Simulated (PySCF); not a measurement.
Atom-mapped SMILES (the numbers label the heavy atoms): `[CH3:1][CH2:2][C:3](=[O:4])[OH:5]`. Hydrogens are named by the atom that carries them.

GIAO shifts from PySCF 2.14 on PBE0-D3(BJ)/def2-TZVP geometries (one conformer, non-relativistic, equivalent nuclei averaged), against TMS at the same level and in the same medium; PCM means IEF-PCM chloroform.

Measured (solution, not stated per compound (mostly CDCl3 or CCl4); Pretsch, Buehlmann, Badertscher, Structure Determination of Organic Compounds, 4th ed. (2009)): C2 28.5, C1 9.6, H(C2) 2.36, H(C1) 1.16 ppm.

Which unscaled values do B97-2/pcSseg-2, gas; WP04/pcSseg-2, PCM; wB97X-D/pcSseg-2, PCM give, and how close are they?

Results:


| atoms | measured | B97-2/pcSseg-2, gas | WP04/pcSseg-2, PCM | wB97X-D/pcSseg-2, PCM |
| --- | --- | --- | --- | --- |
| C2 | 28.5 | 28.7 | 32.4 | 30.0 |
| C1 | 9.6 | 10.5 | 12.5 | 10.4 |
| H(C2) | 2.36 | 2.40 | 2.55 | 2.53 |
| H(C1) | 1.16 | 1.07 | 1.11 | 1.06 |

Mean absolute error for ¹³C: B97-2/pcSseg-2, gas 0.5, WP04/pcSseg-2, PCM 3.4, wB97X-D/pcSseg-2, PCM 1.2 ppm.

Mean absolute error for ¹H: B97-2/pcSseg-2, gas 0.06, WP04/pcSseg-2, PCM 0.12, wB97X-D/pcSseg-2, PCM 0.13 ppm.

The C=O carbon of an acid or of an amide with N–H lies up to 10 ppm further downfield in solution, through hydrogen bonding that the calculation lacks.
